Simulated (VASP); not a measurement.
# Ge (I4_1/amd) in VASP: further runs

Runs on Ge. Level: PBEsol. Tasks: relaxation of cell and atoms.

Everything below comes from runs of VASP 6.6.1. Logs are shortened: lines on timing, memory, paths and dates and some standing lists are left out, and cuts for length are marked.

### Step 1. Starting point

Symmetry: I4_1/amd, No. 141, tetragonal system. The conventional cell has a = 5.149 Å, b = 5.149 Å, c = 2.795 Å, α = 90.00°, β = 90.00°, γ = 90.00°. Ge (site symmetry -4m2) has 6 Ge at 2.67 to 2.79 Å as nearest neighbours.

This isn't the form of Ge at room conditions, which is diamond.

### Step 2. Relaxation of cell and atoms, PBEsol, target pressure 9.8 GPa, at which the enthalpy is minimised

INCAR reads:

```
PREC = Accurate
ENCUT = 520
EDIFF = 1E-7
ISMEAR = 0
SIGMA = 0.02
LREAL = False
LASPH = True
NELM = 60
ALGO = Normal
ISIF = 3
LWAVE = False
LCHARG = False
GGA = PS
IBRION = 2
NSW = 80
EDIFFG = -0.002
PSTRESS = 98.0
```

KPOINTS reads:

```
regular mesh
0
Gamma
  4 4 4
```

POSCAR reads:

```
Ge
1.0
   -2.5744897200      2.5744897200      1.3974126400
    2.5744897200     -2.5744897200      1.3974126400
    2.5744897200      2.5744897200     -1.3974126400
Ge
2
Direct
    0.2500000000      0.7500000000      0.5000000000
    0.5000000000      0.5000000000      0.0000000000
```

Potentials or basis: VASP PAW PBE potentials, release 64 (Ge_d).

Run with:

```sh
$ cat potpaw_PBE.64/Ge_d/POTCAR > POTCAR
$ mpirun -np 1 vasp_std > vasp.out
```

OUTCAR:

```text
PREC = Accurate
   ENCUT = 520
   EDIFF = 1E-7
   ISMEAR = 0
   LREAL = False
   LASPH = True
   NELM = 60
   ISIF = 3
   GGA = PS
   IBRION = 2
   NSW = 80
   EDIFFG = -0.002
   PSTRESS = 98.0

 ion  position               nearest neighbor table
   1  0.250  0.750  0.500-   2 2.67   2 2.67   2 2.67   2 2.67
   2  0.500  0.500  0.000-   1 2.67   1 2.67   1 2.67   1 2.67

  LATTYP: Found a body centered tetragonal cell.
 ALAT       =     5.1489794400
 C/A-ratio  =     0.5427920839

  Lattice vectors:

 A1 = (  -2.5744897200,   2.5744897200,   1.3974126400)
 A2 = (   2.5744897200,  -2.5744897200,   1.3974126400)
 A3 = (   2.5744897200,   2.5744897200,  -1.3974126400)

Analysis of symmetry for initial positions (statically):
=====================================================================
 Subroutine PRICEL returns:
 Original cell was already a primitive cell.

 Routine SETGRP: Setting up the symmetry group for a
 body centered tetragonal supercell.

 Subroutine GETGRP returns: Found 16 space group operations
 (whereof  8 operations were pure point group operations)
 out of a pool of 16 trial point group operations.

The static configuration has the point symmetry D_2d.
 The point group associated with its full space group is D_4h.

Analysis of symmetry for dynamics (positions and initial velocities):
=====================================================================
 Subroutine PRICEL returns:
 Original cell was already a primitive cell.

 Routine SETGRP: Setting up the symmetry group for a
 body centered tetragonal supercell.

 Subroutine GETGRP returns: Found 16 space group operations
 (whereof  8 operations were pure point group operations)
 out of a pool of 16 trial point group operations.

The dynamic configuration has the point symmetry D_2d.
 The point group associated with its full space group is D_4h.

 Subroutine INISYM returns: Found 16 space group operations
 (whereof  8 operations are pure point group operations),
 and found     1 'primitive' translations

----------------------------------------------------------------------------------------

                                     Primitive cell

  volume of cell :      37.0482

  direct lattice vectors                    reciprocal lattice vectors
    -2.574489720  2.574489720  1.397412640     0.000000000  0.194213244  0.357804120
     2.574489720 -2.574489720  1.397412640     0.194213244  0.000000000  0.357804120
     2.574489720  2.574489720 -1.397412640     0.194213244  0.194213244  0.000000000

  length of vectors
[... 73 lines left out ...]
   NSW    =     80    number of steps for IOM
   IBRION =      2    ionic relax: 0-MD 1-quasi-New 2-CG
   NFREE  =      1    steps in history (QN), initial steepest desc. (CG)
   ISIF   =      3    stress and relaxation
   ISYM   =      2    0-nonsym 1-usesym 2-fastsym
   POTIM  = 0.5000    time-step for ionic-motion
   TEBEG  =    0.0;   TEEND  =   0.0 temperature during run
   PSTRESS=   98.0 pullay stress
   NELECT =      28.0000    total number of electrons
   NUPDOWN=      -1.0000    fix difference up-down
   EMIN   =  10.00;   EMAX   =-10.00  energy-range for DOS
   EFERMI =   0.00;   METHOD = LEGACY
   ISMEAR =     0;   SIGMA  =   0.02  broadening in eV -4-tet -1-fermi 0-gaus
   EFERMI_NEDOS =   21; number of points for ismear=-14 and -15
   IALGO  =     38    algorithm
   IMIX   =      4    mixing-type and parameters
     AMIX     =   0.40;   BMIX     =  1.00
     AMIX_MAG =   1.60;   BMIX_MAG =  1.00
  volume/ion in A,a.u.               =      18.52       125.01
  Fermi-wavevector in a.u.,A,eV,Ry     =   1.491209  2.817976 30.255333  2.223704
  Thomas-Fermi vector in A             =   2.603893
   LORBIT       =      0    0 simple, 1 ext, 2 COOP (PROOUT), +10 PAW based schemes
   GGA     = PS    functional components
   LHFCALC =     F    Hartree Fock is set to
   AEXX    =    0.0000 exact exchange contribution
   IVDW    =     0    specifies the selected vdW correction
   LEPSILON=     F    determine dielectric tensor
   LRPA    =     F    only Hartree local field effects (RPA)
 conjugate gradient relaxation of ions
 non-spin polarized calculation
 Gauss-broadening in eV      SIGMA  =   0.02
  energy-cutoff  :      520.00
  volume of cell :       37.05
 maximum number of plane-waves:      1005
 NGX is ok and might be reduce to    30
   NGX = 15   NGY = 15   NGZ = 15

--------------------------------------- Ionic step        1  -------------------------------------------

 number of electron      28.0000028 magnetization

 Free energy of the ion-electron system (eV)
  ---------------------------------------------------
  ext. energy  EPLUGINS =         0.00000000
  ---------------------------------------------------
  free energy    TOTEN  =        -9.44053868 eV

  energy without entropy =       -9.43983344  energy(sigma->0) =       -9.44018606

------------------------ aborting loop because EDIFF is reached ----------------------------------------

  FORCE on cell =-STRESS in cart. coord.  units (eV):
  Direction    XX          YY          ZZ          XY          YZ          ZX
  --------------------------------------------------------------------------------------
  -------------------------------------------------------------------------------------
  Total       -1.0360160     -1.0360160      1.4877089      0.0000000      0.0000000      0.0000000
  in kB      -44.8033075    -44.8033075     64.3371136      0.0000000      0.0000000      0.0000000
  external PRESSURE =    -106.4231671 kB  Pullay stress =      98.0000000 kB
[... 97 lines left out ...]
  energy  without entropy=       -9.3736420733  energy(sigma->0) =       -9.37399616

  enthalpy is  TOTEN    =        -7.3498657824 eV   P V=        2.0244844621

[... ionic steps 4 to 9 ...]

--------------------------------------- Ionic step       10  -------------------------------------------

 number of electron      28.0000015 magnetization

------------------------ aborting loop because EDIFF is reached ----------------------------------------
[... 71 lines left out ...]
--------------------------------------- Ionic step       12  -------------------------------------------

 number of electron      28.0000015 magnetization

 Free energy of the ion-electron system (eV)
  ---------------------------------------------------
  ext. energy  EPLUGINS =         0.00000000
  ---------------------------------------------------
  free energy    TOTEN  =        -9.38020970 eV

  energy without entropy =       -9.37950441  energy(sigma->0) =       -9.37985706

 E-fermi :   8.1778     XC(G=0): -12.0450

 val. band max:        8.1777711660   @ k =  -0.2500   0.2500   0.0000
 cond. band min:       8.3891504376   @ k =   0.2500   0.0000  -0.0000
 fundamental gap:      0.2113792717
 Fermi energy:         8.1777713993

 k-point     1 :       0.0000    0.0000    0.0000
  band No.  band energies     occupation
      1     -16.9096      2.00000
      2     -16.8085      2.00000
      3     -16.7985      2.00000
      4     -16.7578      2.00000
      5     -16.6511      2.00000
      6     -16.6511      2.00000
[... 295 lines left out ...]
  energy  without entropy=       -9.3795044142  energy(sigma->0) =       -9.37985706

  enthalpy is  TOTEN    =        -7.3506493981 eV   P V=        2.0295603062

 reached required accuracy - stopping structural energy minimisation
```

It took 2 min on 1 thread of Intel Xeon Platinum 8488C (Sapphire Rapids), shared host; peak memory 0.16 GiB.

What came out:

```yaml
Free_energy: -9.3802 eV
Relaxed_volume: 16.59 Å³/atom
Relaxed_cell: a = 3.726 Å, b = 3.726 Å, c = 3.726 Å, α = 97.97°, β = 97.97°, γ = 136.27°
Space_group_after_relaxing_to_0.05_Å: I4_1/amd (No. 141)
Energy_change_on_relaxing_the_enthalpy_is_what_falls: +30.2 meV/atom
Ionic_steps: 12
Pressure_after_relaxing: 9.8 GPa
Band_gap_on_the_k_mesh: none (metal or under the smearing width)
```

Step by step:
| step | energy change (eV) | largest force (eV/Å) | pressure (GPa) | volume (Å³) |
| --- | --- | --- | --- | --- |
| 1 | 0.0000 | 0.0000 | -0.84 | 37.05 |
| 2 | 0.2764 | 0.0000 | 20.15 | 30.79 |
| 3 | 0.0662 | 0.0000 | 10.08 | 33.10 |
| 4 | 0.0709 | 0.0000 | 10.35 | 33.02 |
| 5 | 0.0610 | 0.0000 | 9.88 | 33.17 |
| 6 | 0.0641 | 0.0000 | 10.02 | 33.12 |
| 7 | 0.0583 | 0.0000 | 9.69 | 33.21 |
| 8 | 0.0604 | 0.0000 | 9.88 | 33.18 |
| 9 | 0.0596 | 0.0000 | 9.70 | 33.19 |
| 10 | 0.0601 | 0.0000 | 9.74 | 33.19 |
| 11 | 0.0602 | 0.0000 | 9.77 | 33.18 |
| 12 | 0.0603 | 0.0000 | 9.80 | 33.18 |

Final structure:
```
CELL_PARAMETERS angstrom
-2.44511 2.44511 1.38749
2.44511 -2.44511 1.38749
2.44511 2.44511 -1.38749
ATOMIC_POSITIONS crystal
Ge 0.25000 0.75000 0.50000
Ge 0.50000 0.50000 0.00000
```

Levels at points of the mesh, in eV from the Fermi level:
```tsv
k point	band 12	band 13	band 14	band 15	band 16	band 17
(0.00, 0.00, 0.00)	-3.32	-2.69	-2.69	2.97	7.97	8.19
(0.50, 0.00, 0.00)	-7.34	-2.67	-2.36	-2.08	1.97	3.79
(0.50, 0.50, 0.00)	-11.45	0.61	0.61	2.43	2.43	7.08
(0.50, 0.50, 0.50)	-9.23	-6.88	-6.88	5.34	5.34	12.79
```

Caveat: the k mesh is coarse (spacing up to 0.64 Å⁻¹), so the values aren't converged; the cell is relaxed towards a set pressure, so the enthalpy falls and the energy may rise; the PAW data sets were made with another functional, which shifts forces and pressure a little.

### Step 3. Relaxation of cell and atoms, PBEsol, target pressure 9.8 GPa, at which the enthalpy is minimised

This run uses another cell than the first one, of 16.59 Å³/atom, 0.896 times its volume.

INCAR is that of step 2.

KPOINTS is that of step 2.

POSCAR reads:

```
Ge                                      
1.0
   -2.4451110297      2.4451110297      1.3874882257
    2.4451110297     -2.4451110297      1.3874882257
    2.4451110297      2.4451110297     -1.3874882257
  Ge            
     2
Direct
     0.2500000000000000    0.7500000000000000    0.5000000000000000
     0.5000000000000000    0.5000000000000000    0.0000000000000000
```

Potentials or basis: VASP PAW PBE potentials, release 64 (Ge_d).

Run with:

```sh
$ cat potpaw_PBE.64/Ge_d/POTCAR > POTCAR
$ mpirun -np 1 vasp_std > vasp.out
```

It took 26 s on 1 thread of Intel Xeon Platinum 8488C (Sapphire Rapids), shared host; peak memory 0.14 GiB.

The run converged. Its results:

- Free energy: -9.3784 eV
- Relaxed volume: 16.58 Å³/atom
- Relaxed cell: a = 3.725 Å, b = 3.725 Å, c = 3.725 Å, α = 97.97°, β = 97.97°, γ = 136.27°
- Space group after relaxing (to 0.05 Å): I4_1/amd (No. 141)
- Energy change on relaxing (the enthalpy is what falls): +0.7 meV/atom
- Ionic steps: 3
- Pressure after relaxing: 9.8 GPa
- Band gap on the k mesh: none (metal or under the smearing width)

Step by step:
| step | energy change (eV) | largest force (eV/Å) | pressure (GPa) | volume (Å³) |
| --- | --- | --- | --- | --- |
| 1 | 0.0000 | 0.0000 | 9.64 | 33.18 |
| 2 | 0.0049 | 0.0000 | 10.05 | 33.10 |
| 3 | 0.0013 | 0.0000 | 9.81 | 33.16 |

Final structure:
```
Ge
1.0
    -2.44458    2.44458    1.38720
     2.44458   -2.44458    1.38720
     2.44458    2.44458   -1.38720
Ge
2
Cartesian
  2.4446 0.0000 0.6936
  0.0000 0.0000 1.3872
```

Levels at points of the mesh, in eV from the Fermi level:
| k point | band 11 | band 12 | band 13 | band 14 | band 15 | band 16 | band 17 | band 18 |
| --- | --- | --- | --- | --- | --- | --- | --- | --- |
| (0.00, 0.00, 0.00) | -14.57 | -3.32 | -2.69 | -2.69 | 2.96 | 7.98 | 8.19 | 8.53 |
| (0.50, 0.00, 0.00) | -8.95 | -7.35 | -2.67 | -2.36 | -2.08 | 1.97 | 3.79 | 6.01 |
| (0.50, 0.50, 0.00) | -11.46 | -11.46 | 0.61 | 0.61 | 2.43 | 2.43 | 7.08 | 7.08 |
| (0.50, 0.50, 0.50) | -9.23 | -9.23 | -6.88 | -6.88 | 5.34 | 5.34 | 12.79 | 12.79 |

Caveat: the k mesh is coarse (spacing up to 0.65 Å⁻¹), so the values aren't converged; the cell is relaxed towards a set pressure, so the enthalpy falls and the energy may rise; the PAW data sets were made with another functional, which shifts forces and pressure a little.
